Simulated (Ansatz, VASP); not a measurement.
## Two plane-wave programs on Ag

INCAR

```
PREC = Accurate
ENCUT = 520
EDIFF = 1E-7
ISMEAR = 0
SIGMA = 0.15
LREAL = False
LASPH = True
NELM = 80
ALGO = Fast
ISIF = 2
LWAVE = False
LCHARG = False
GGA = PS
NBANDS = 18
```

File KPOINTS:

```
Automatic mesh
0
Gamma
  16 16 12
```

File POSCAR:

```
Ag
1.0
    0.0000000000     -2.0431000000     -2.0431000000
    0.0000000000      2.0431000000     -2.0431000000
    4.0862000000      0.0000000000      0.0000000000
Ag
2
Direct
    0.5000000000      0.5000000000      0.5000000000
    0.0000000000      0.0000000000      0.0000000000
```

Input for Ansatz:

```yaml
crystal:
  lattice:
    - [0.0, -2.0431, -2.0431]
    - [0.0, 2.0431, -2.0431]
    - [4.0862, 0.0, 0.0]
  atoms:
    - { symbol: Ag, position: [0.5, 0.5, 0.5] }
    - { symbol: Ag, position: [0.0, 0.0, 0.0] }
basis:
  ecutwfc: 420
kpoints:
  mp_grid: { grid: [16, 16, 12] }
hamiltonian:
  xc: pbesol
scf:
  occupations: { method: gaussian, width: 0.15 }
output:
  forces: true
  stress: true
  eigenvalues: true
```

Alike in both runs: task single point; functional PBEsol; k mesh 16 × 16 × 12; occupations gaussian, width 0.15 eV; no spin polarisation.

|  | VASP | Ansatz |
| --- | --- | --- |
| version | VASP 6.6.1 | Ansatz 0.2.0 |
| potentials or method | VASP PAW PBE potentials, release 64 (Ag) | scalar-relativistic, plane waves, PAW |
| plane-wave cutoff (eV) | 520 | 420 |
| valence electrons in the cell | 22 | 38 |

VASP gave:

| Item | Value |
| --- | --- |
| gap on the k mesh at the Fermi level (eV) | none |
| pressure (GPa) | -2.8 |

Problem. Which values does Ansatz return?

Solution. gap on the k mesh at the Fermi level (eV): none; pressure (GPa): -2.7.

A gap of «none» marks a metal or a gap that the smearing closes. With one functional, cell and mesh, what is left measures potentials, basis and numerics. The two sets of potentials don't hold the same shells in valence.

Caveats: the PAW data sets were made with another functional, which shifts forces and pressure a little (VASP); the real-space grid breaks the cell's symmetry a little (VASP).
